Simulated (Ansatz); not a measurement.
## ZnO: field gradients at two levels of theory

Cell: a structure deposited in the COD whose atoms were relaxed with PBE, the cell held.

```
Zn O
1.0
     3.24940    0.00000    0.00000
    -1.62470    2.81406    0.00000
     0.00000    0.00000    5.20380
Zn O
2 2
Cartesian
  0.0000 1.8760 0.0025
  1.6247 0.9380 2.6044
  0.0000 1.8760 1.9859
  1.6247 0.9380 4.5878
```

Sites (sets of like atoms) are named by element and the number of their first atom in this list.

First run. Computed with Ansatz: DFT, PBE, plane waves and PAW, scalar-relativistic, 420 eV cutoff, Γ-centred 11×11×6 k-points, Fermi–Dirac smearing 0.02 eV.

| site | atom | V_zz (10²¹ V/m²) | η |
| --- | --- | --- | --- |
| Zn | 1 | 0.54 | 0.00 |
| O | 3 | -0.29 | 0.00 |

Second run. The same atoms and settings, except that the functional is LDA.

**Question.** Given the first result, estimate the second.

**Answer.** 

| site | atom | V_zz | η | change of V_zz |
| --- | --- | --- | --- | --- |
| Zn | 1 | 0.53 | 0.00 | -0.01 |
| O | 3 | -0.31 | 0.00 | -0.02 |

No V_zz moves by more than 0.02. In per cent, |V_zz| changes by -2 on Zn (all sites that start above 0.5).

For the first run: At this cell the principal stresses reach 5 GPa in size with PBE, which can matter for small gradients. With a gap of 0.8 eV on this mesh, small gradients can still move by 0.1 × 10²¹ V/m² or more as the k-mesh gets denser.
For the second run: At this cell the LDA pressure is -7 GPa, so with LDA the cell would shrink if it were relaxed. With a gap of 0.7 eV on this mesh, small gradients can still move by 0.1 × 10²¹ V/m² or more as the k-mesh gets denser.
